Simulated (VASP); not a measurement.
# SnO (P4/nmm) in VASP: further runs

The runs below take SnO through relaxation of cell and atoms, with PBE+D3(BJ).

Program: VASP 6.6.1. These are calculated values, not measurements. Logs are shortened: lines on timing, memory, paths and dates and some standing lists are left out, and cuts for length are marked.

## (1) The structure

Symmetry: P4/nmm, No. 129, tetragonal system. Conventional cell: a = 3.799 Å, b = 3.799 Å, c = 4.841 Å, α = 90.00°, β = 90.00°, γ = 90.00°. Sn (site symmetry 4mm) has 4 O at 2.22 Å as nearest neighbours. O (site symmetry -4m2) is surrounded by 4 Sn at 2.22 Å.

## (2) Relaxation of cell and atoms, PBE+D3(BJ)

The input, INCAR:

```
SYSTEM = SnO
  PREC = Accurate
  ENCUT = 600
  EDIFF = 1E-6
  ISMEAR = 0
  SIGMA = 0.03
  LREAL = .False.
  LASPH = .True.
  NELM = 80
  ALGO = Normal
  ISIF = 3
  LWAVE = .False.
  LCHARG = .False.
  GGA = PE
  IVDW = 12
  IBRION = 2
  NSW = 90
  EDIFFG = -0.01
  KPAR = 4
```

The input, KPOINTS:

```
regular mesh
0
Gamma
  8 8 6
  0 0 0
```

The input, POSCAR:

```
SnO
1.0
    3.7986000000      0.0000000000      0.0000000000
    0.0000000000      3.7986000000      0.0000000000
    0.0000000000      0.0000000000      4.8408000000
Sn O
2 2
Direct
    0.5000000000      0.0000000000      0.2369000000
    0.0000000000      0.5000000000      0.7631000000
    0.0000000000      0.0000000000      0.0000000000
    0.5000000000      0.5000000000      0.0000000000
```

Potentials or basis: VASP PAW PBE potentials, release 64 (Sn_d, O).

On the command line:

```sh
$ cat potpaw_PBE.64/Sn_d/POTCAR potpaw_PBE.64/O/POTCAR > POTCAR
$ mpirun -np 4 vasp_std > vasp.out
```

OUTCAR:

```text
SYSTEM = SnO
   PREC = Accurate
   ENCUT = 600
   EDIFF = 1E-6
   ISMEAR = 0
   LREAL = .False.
   LASPH = .True.
   NELM = 80
   ISIF = 3
   GGA = PE
   IVDW = 12
   IBRION = 2
   NSW = 90
   EDIFFG = -0.01
 IVDW          = 12

 ion  position               nearest neighbor table
   1  0.500  0.000  0.237-   3 2.22   4 2.22   4 2.22   3 2.22   2 3.53   2 3.53   2 3.53   2 3.53
                             2 3.70   2 3.70   2 3.70   2 3.70
   2  0.000  0.500  0.763-   3 2.22   4 2.22   3 2.22   4 2.22   1 3.53   1 3.53   1 3.53   1 3.53
                             1 3.70   1 3.70   1 3.70   1 3.70
   3  0.000  0.000  0.000-   1 2.22   2 2.22   2 2.22   1 2.22
   4  0.500  0.500  0.000-   1 2.22   2 2.22   1 2.22   2 2.22

  LATTYP: Found a simple tetragonal cell.
 ALAT       =     3.7986000000
 C/A-ratio  =     1.2743642395

  Lattice vectors:

 A1 = (   3.7986000000,   0.0000000000,   0.0000000000)
 A2 = (   0.0000000000,   3.7986000000,   0.0000000000)
 A3 = (   0.0000000000,   0.0000000000,   4.8408000000)

Analysis of symmetry for initial positions (statically):
=====================================================================
 Subroutine PRICEL returns:
 Original cell was already a primitive cell.

 Routine SETGRP: Setting up the symmetry group for a
 simple tetragonal supercell.

 Subroutine GETGRP returns: Found 16 space group operations
 (whereof  8 operations were pure point group operations)
 out of a pool of 16 trial point group operations.

The static configuration has the point symmetry D_2d.
 The point group associated with its full space group is D_4h.

Analysis of symmetry for dynamics (positions and initial velocities):
=====================================================================
 Subroutine PRICEL returns:
 Original cell was already a primitive cell.

 Routine SETGRP: Setting up the symmetry group for a
 simple tetragonal supercell.

 Subroutine GETGRP returns: Found 16 space group operations
 (whereof  8 operations were pure point group operations)
 out of a pool of 16 trial point group operations.

The dynamic configuration has the point symmetry D_2d.
 The point group associated with its full space group is D_4h.

 Subroutine INISYM returns: Found 16 space group operations
 (whereof  8 operations are pure point group operations),
 and found     1 'primitive' translations

----------------------------------------------------------------------------------------

                                     Primitive cell

  volume of cell :      69.8497

  direct lattice vectors                    reciprocal lattice vectors
     3.798600000  0.000000000  0.000000000     0.263254883  0.000000000  0.000000000
     0.000000000  3.798600000  0.000000000     0.000000000  0.263254883  0.000000000
     0.000000000  0.000000000  4.840800000     0.000000000  0.000000000  0.206577425

  length of vectors
[... 91 lines left out ...]
   NFREE  =      1    steps in history (QN), initial steepest desc. (CG)
   ISIF   =      3    stress and relaxation
   ISYM   =      2    0-nonsym 1-usesym 2-fastsym
   POTIM  = 0.5000    time-step for ionic-motion
   TEBEG  =    0.0;   TEEND  =   0.0 temperature during run
   PSTRESS=    0.0 pullay stress
   NELECT =      40.0000    total number of electrons
   NUPDOWN=      -1.0000    fix difference up-down
   EMIN   =  10.00;   EMAX   =-10.00  energy-range for DOS
   EFERMI =   0.00;   METHOD = LEGACY
   ISMEAR =     0;   SIGMA  =   0.03  broadening in eV -4-tet -1-fermi 0-gaus
   EFERMI_NEDOS =   21; number of points for ismear=-14 and -15
   IALGO  =     38    algorithm
   IMIX   =      4    mixing-type and parameters
     AMIX     =   0.40;   BMIX     =  1.00
     AMIX_MAG =   1.60;   BMIX_MAG =  1.00
  volume/ion in A,a.u.               =      17.46       117.84
  Fermi-wavevector in a.u.,A,eV,Ry     =   1.359482  2.569048 25.146163  1.848191
  Thomas-Fermi vector in A             =   2.486226
   LORBIT       =      0    0 simple, 1 ext, 2 COOP (PROOUT), +10 PAW based schemes
   GGA     = PE    functional components
   LHFCALC =     F    Hartree Fock is set to
   AEXX    =    0.0000 exact exchange contribution
   IVDW    =    12    specifies the selected vdW correction
   LEPSILON=     F    determine dielectric tensor
   LRPA    =     F    only Hartree local field effects (RPA)
 conjugate gradient relaxation of ions
 non-spin polarized calculation
 Gauss-broadening in eV      SIGMA  =   0.03
  energy-cutoff  :      600.00
  volume of cell :       69.85
 maximum number of plane-waves:      2354
   NGX = 15   NGY = 15   NGZ = 19

--------------------------------------- Ionic step        1  -------------------------------------------

 number of electron      40.0000023 magnetization

 Free energy of the ion-electron system (eV)
  ---------------------------------------------------
  ext. energy  EPLUGINS =         0.00000000
  ---------------------------------------------------
  free energy    TOTEN  =       -22.66411998 eV

  energy without entropy =      -22.66407354  energy(sigma->0) =      -22.66409676

------------------------ aborting loop because EDIFF is reached ----------------------------------------

 Edisp (eV)   -0.94143

 E8    (eV) :    -0.4083
[... 111 lines left out ...]
  FREE ENERGIE OF THE ION-ELECTRON SYSTEM (eV)
  ---------------------------------------------------
  free  energy   TOTEN  =       -23.6277497708 eV

  energy  without entropy=      -23.6277091810  energy(sigma->0) =      -23.62772948

[... ionic steps 4 to 12 ...]

--------------------------------------- Ionic step       13  -------------------------------------------

 number of electron      40.0000017 magnetization

------------------------ aborting loop because EDIFF is reached ----------------------------------------
[... 79 lines left out ...]
--------------------------------------- Ionic step       15  -------------------------------------------

 number of electron      40.0000017 magnetization

 Free energy of the ion-electron system (eV)
  ---------------------------------------------------
  ext. energy  EPLUGINS =         0.00000000
  ---------------------------------------------------
  free energy    TOTEN  =       -22.68688946 eV

  energy without entropy =      -22.68667088  energy(sigma->0) =      -22.68678017

 E-fermi :   7.1662     XC(G=0): -10.3242

 val. band max:        7.1569436322   @ k =   0.1250   0.0000   0.0000
 cond. band min:       7.1726643945   @ k =   0.0000   0.0000   0.0000
 fundamental gap:      0.0157207623
 Fermi energy:         7.1662055962

 k-point     1 :       0.0000    0.0000    0.0000
  band No.  band energies     occupation
      1     -14.7562      2.00000
      2     -14.3706      2.00000
      3     -14.3706      2.00000
      4     -14.3592      2.00000
      5     -14.3310      2.00000
      6     -14.3233      2.00000
[... 637 lines left out ...]
     23      12.1445      0.00000
     24      12.1445      0.00000

 [... further k-points ...]

------------------------ aborting loop because EDIFF is reached ----------------------------------------

 Edisp (eV)   -0.94667

 E8    (eV) :    -0.4108
[... 27 lines left out ...]
  FREE ENERGIE OF THE ION-ELECTRON SYSTEM (eV)
  ---------------------------------------------------
  free  energy   TOTEN  =       -23.6335642459 eV

  energy  without entropy=      -23.6333456693  energy(sigma->0) =      -23.63345496

 reached required accuracy - stopping structural energy minimisation
```

Wall time 3.7 min (4 MPI ranks of Intel Xeon Platinum 8559C (Emerald Rapids), shared host); peak memory 0.27 GiB.

Results:

* Free energy: -23.6336 eV
* Relaxed volume: 17.39 Å³/atom
* Relaxed cell: a = 3.835 Å, b = 3.835 Å, c = 4.728 Å, α = 90.00°, β = 90.00°, γ = 90.00°
* Space group after relaxing (to 0.05 Å): P4/nmm (No. 129)
* Energy gained by relaxing: 7.0 meV/atom
* Ionic steps: 15
* Pressure after relaxing: 0.0 GPa
* Largest force after relaxing: 0.004 eV/Å
* Band gap on the k mesh: none (metal or under the smearing width)
* Dispersion energy per atom: -0.237 eV

Forces in eV/Å, atoms in the order of the input:
```
Sn   0.000  0.000 -0.004
Sn   0.000  0.000  0.004
O    0.000  0.000  0.000
O    0.000  0.000  0.000
```

Stress tensor (GPa, compression positive):
```
-0.04  0.00  0.00
 0.00 -0.04  0.00
 0.00  0.00  0.04
```

The path:
| step | energy change (eV) | largest force (eV/Å) | pressure (GPa) | volume (Å³) |
| --- | --- | --- | --- | --- |
| 1 | 0.0000 | 0.5986 | 2.85 | 69.85 |
| 2 | 0.0007 | 0.5050 | -2.93 | 73.04 |
| 3 | -0.0222 | 0.0328 | -0.21 | 71.39 |
| 4 | -0.0222 | 0.0443 | -0.09 | 71.36 |
| 5 | -0.0234 | 0.0545 | -0.12 | 71.24 |
| 6 | -0.0256 | 0.0856 | -0.12 | 70.88 |
| 7 | -0.0239 | 0.1446 | -0.08 | 70.13 |
| 8 | -0.0259 | 0.1072 | -0.12 | 70.66 |
| 9 | -0.0269 | 0.0494 | -0.19 | 70.42 |
| 10 | -0.0275 | 0.0452 | -0.41 | 69.97 |
| 11 | -0.0279 | 0.0041 | 0.09 | 69.37 |
| 12 | -0.0280 | 0.0122 | -0.01 | 69.50 |
| 13 | -0.0280 | 0.0142 | -0.05 | 69.53 |
| 14 | -0.0280 | 0.0153 | -0.02 | 69.52 |
| 15 | -0.0280 | 0.0041 | -0.02 | 69.55 |

Final structure:
```cif
data_structure
_symmetry_space_group_name_H-M 'P 1'
_symmetry_Int_Tables_number 1
_cell_length_a 3.8354
_cell_length_b 3.8354
_cell_length_c 4.7281
_cell_angle_alpha 90.000
_cell_angle_beta 90.000
_cell_angle_gamma 90.000
_cell_volume 69.55
loop_
_atom_site_label
_atom_site_type_symbol
_atom_site_fract_x
_atom_site_fract_y
_atom_site_fract_z
_atom_site_occupancy
Sn1 Sn 0.50000 0.00000 0.24596 1
Sn2 Sn 0.00000 0.50000 0.75404 1
O1 O 0.00000 0.00000 0.00000 1
O2 O 0.50000 0.50000 0.00000 1
```

Levels at points of the mesh, in eV from the Fermi level:
| k point | band 17 | band 18 | band 19 | band 20 | band 21 | band 22 | band 23 | band 24 |
| --- | --- | --- | --- | --- | --- | --- | --- | --- |
| (0.00, 0.00, 0.00) | -3.33 | -3.03 | -3.03 | 0.01 | 2.21 | 4.48 | 4.48 | 4.80 |
| (0.50, 0.00, 0.00) | -4.67 | -4.67 | -2.69 | -2.69 | 3.33 | 3.33 | 5.78 | 5.78 |
| (0.50, 0.50, 0.00) | -2.38 | -2.38 | -1.86 | -1.86 | -0.06 | -0.06 | 4.56 | 4.56 |
| (0.00, 0.00, 0.50) | -3.04 | -3.04 | -2.94 | -2.08 | 1.75 | 2.77 | 2.77 | 3.54 |
| (0.50, 0.00, 0.50) | -4.62 | -4.62 | -1.67 | -1.67 | 2.74 | 2.74 | 5.24 | 5.24 |
| (0.50, 0.50, 0.50) | -2.77 | -2.77 | -2.38 | -2.38 | 2.32 | 2.32 | 4.30 | 4.30 |

Caveat: pairwise dispersion overbinds metals, which lowers pressure and volume.

(Part 1 of 2 ends here.)
